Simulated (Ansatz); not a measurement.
The elements of this relaxed trial crystal are hidden behind letters.

```
lattice vectors (Å)
   0.0000    2.3063    2.3063
   2.3063    0.0000    2.3063
   2.3063    2.3063    0.0000
fractional positions
X 0.0000 0.0000 0.0000
Z 0.7500 0.7500 0.7500
```

The calculation used DFT PBE, scalar-relativistic, plane waves, PAW in Ansatz. Plane waves to 420 eV, an 8×8×8 mesh through Γ for the 2-atom cell and 0.02 eV Gaussian smearing; no spin polarisation.

| Property | Result |
| --- | --- |
| Space group | F-43m (No. 216) |
| Conventional cell | a = 4.613 Å |
| Volume per atom | 12.27 Å³ |
| Density | 2.73 g/cm³ |
| Energy over the elements | −2.584 eV/atom |
| Gap on the 8×8×8 mesh of the 2-atom cell | 3.48 eV |

Energies are uncorrected and count from the elements' standard states at the same level.

Problem. X is an s-block element of period 3 and Z is a p-block element of period 2. Which elements are they?

Solution. X = Mg, Z = O, so the formula is MgO, here in the zinc blende type. Density times volume gives a mean mass of 2.73 × 12.27/1.6605 = 20.2 u per atom, and this set has 20.2 u. Among the elements that the hints allow, noble gases aside, only these give it. Mg has 4 O at 2.00 Å; O has 4 Mg at 2.00 Å.

Kohn–Sham gaps at this level usually fall short of measured ones. A structure relaxed within its symmetry needn't be a true minimum. Another cell of MgO relaxed alike, in P6_3/mmc (a Materials Project cell), lies 66 meV/atom lower, so this cell isn't the stable form at this level.
